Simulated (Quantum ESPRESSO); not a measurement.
Crystal: BP.

```xyz
2
Lattice="0.0000 2.2690 2.2690 2.2690 0.0000 2.2690 2.2690 2.2690 0.0000" Properties=species:S:1:pos:R:3 pbc="T T T"
P     3.4035    3.4035    3.4035
B     0.0000    0.0000    0.0000
```

Base run:

```yaml
Program: Quantum ESPRESSO 7.5
Functional: PBE
Potentials_or_basis: SSSP 1.3 efficiency PBE
Cutoff: 748 eV
Density_cutoff: 5987 eV
k_mesh: 10 × 10 × 10
Occupations: fermi-dirac, width 0.05 eV
Spin: no spin polarisation
```

Its results: band gap on the k mesh 1.25 eV, indirect (least direct gap 3.40 eV); pressure 1.1 GPa.

Task: The run is repeated on the same cell with these changes: potentials or basis from SSSP 1.3 efficiency PBE to SG15 PBE 1.2; cutoff from 748 eV to 952 eV; density cutoff from 5987 eV to 3810 eV; k mesh from 10 × 10 × 10 to 8 × 8 × 8. What comes out?

Result: Band gap on the k mesh 1.30 eV, indirect (least direct gap 3.43 eV); pressure 0.4 GPa.

A k mesh can miss the band edges.
